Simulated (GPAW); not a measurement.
Runs of GPAW 26.7.0 on WS2. The cell holds a slab with vacuum, 3 atoms: a = 3.184 Å, b = 3.184 Å, c = 16.951 Å, α = 90.00°, β = 90.00°, γ = 120.00°. 

```csv
task,level,potentials or basis,U,k mesh,cutoff (eV),smearing,maxiter,band path,band points,convergence,response ecut,gap on the mesh (eV),largest force (eV/Å)
band structure,PBEsol+U,"PAW data sets generated in the run's folder for this functional, pw",W d U = 3 eV,8 × 8 × 2,600,fermi-dirac 0.05 eV,150,"GMKGALHA,LM,KH",100,-,-,-,0.02
single point,LDA,"the program's PAW data sets (release 1.2.1) made for this functional, pw",-,8 × 8 × 2,450,fermi-dirac 0.05 eV,120,-,-,default,-,2.04,0.45
band structure,PBEsol+U,"PAW data sets generated in the run's folder for this functional, pw",W d U = 1 eV,8 × 8 × 2,600,fermi-dirac 0.05 eV,150,"GMKGALHA,LM,KH",100,-,-,2.04,(b)
band structure,PBEsol,"PAW data sets generated in the run's folder for this functional, pw",-,8 × 8 × 2,600,fermi-dirac 0.05 eV,150,"GMKGALHA,LM,KH",100,-,-,2.05,0.12
band structure,PBEsol+U,"PAW data sets generated in the run's folder for this functional, pw",W d U = 6 eV,8 × 8 × 2,600,fermi-dirac 0.05 eV,150,"GMKGALHA,LM,KH",100,-,-,-,0.20
dielectric tensor,LDA,"the program's PAW data sets (release 1.2.1) made for this functional, pw",-,8 × 8 × 2,450,fermi-dirac 0.001 eV,150,-,-,-,80 eV,2.04,-
band structure,PBEsol+U,"PAW data sets generated in the run's folder for this functional, pw",W d U = 4 eV,8 × 8 × 2,600,fermi-dirac 0.05 eV,150,"GMKGALHA,LM,KH",100,-,-,-,(a)
```

Alike in all rows: no spin polarisation; cell as given.

Problem. Estimate the missing entries.

Solution. (a) 0.08; (b) 0.07.

Caveats: spin-orbit coupling is left out, which moves the levels of the heavy elements; the cutoff is short for stress and forces, so pressures can be off by a GPa or more (some runs); the long-wavelength limit can be off by several per cent where d states take part (some runs).

A k mesh can miss the band edges, and the runs leave out spin-orbit coupling on W.
